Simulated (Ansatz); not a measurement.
Density of states of AlSb (F-43m) above the conduction band minimum, r2SCAN with spin-orbit coupling, rigid bands in Ansatz (an electronic-structure program); cell volume 58.9 Å³.

```json
[
 {"energy from edge (eV)": "0.006", "10⁻³ states/eV/cell": "45.6"},
 {"energy from edge (eV)": "0.031", "10⁻³ states/eV/cell": "123"},
 {"energy from edge (eV)": "0.056", "10⁻³ states/eV/cell": "149"},
 {"energy from edge (eV)": "0.081", "10⁻³ states/eV/cell": "175"},
 {"energy from edge (eV)": "0.106", "10⁻³ states/eV/cell": "201"},
 {"energy from edge (eV)": "0.131", "10⁻³ states/eV/cell": "230"},
 {"energy from edge (eV)": "0.156", "10⁻³ states/eV/cell": "259"},
 {"energy from edge (eV)": "0.181", "10⁻³ states/eV/cell": "287"},
 {"energy from edge (eV)": "0.206", "10⁻³ states/eV/cell": "345"},
 {"energy from edge (eV)": "0.231", "10⁻³ states/eV/cell": "393"},
 {"energy from edge (eV)": "0.256", "10⁻³ states/eV/cell": "447"},
 {"energy from edge (eV)": "0.281", "10⁻³ states/eV/cell": "491"},
 {"energy from edge (eV)": "0.319", "10⁻³ states/eV/cell": "550"},
 {"energy from edge (eV)": "0.344", "10⁻³ states/eV/cell": "587"},
 {"energy from edge (eV)": "0.369", "10⁻³ states/eV/cell": "621"},
 {"energy from edge (eV)": "0.394", "10⁻³ states/eV/cell": "656"},
 {"energy from edge (eV)": "0.419", "10⁻³ states/eV/cell": "691"},
 {"energy from edge (eV)": "0.444", "10⁻³ states/eV/cell": "726"},
 {"energy from edge (eV)": "0.469", "10⁻³ states/eV/cell": "758"},
 {"energy from edge (eV)": "0.494", "10⁻³ states/eV/cell": "791"},
 {"energy from edge (eV)": "0.519", "10⁻³ states/eV/cell": "826"},
 {"energy from edge (eV)": "0.544", "10⁻³ states/eV/cell": "861"},
 {"energy from edge (eV)": "0.569", "10⁻³ states/eV/cell": "895"},
 {"energy from edge (eV)": "0.594", "10⁻³ states/eV/cell": "930"}
]
```

Q: What effective density of states at 300 K does this give (∫ g(E) exp(−E/k_BT) dE, both spins, divided by the cell's size)?

A: 4.1e19 cm⁻³, a density-of-states mass of 1.38 mₑ, valleys and band degeneracy included.

Geometry: cell and atoms relaxed with r2SCAN.
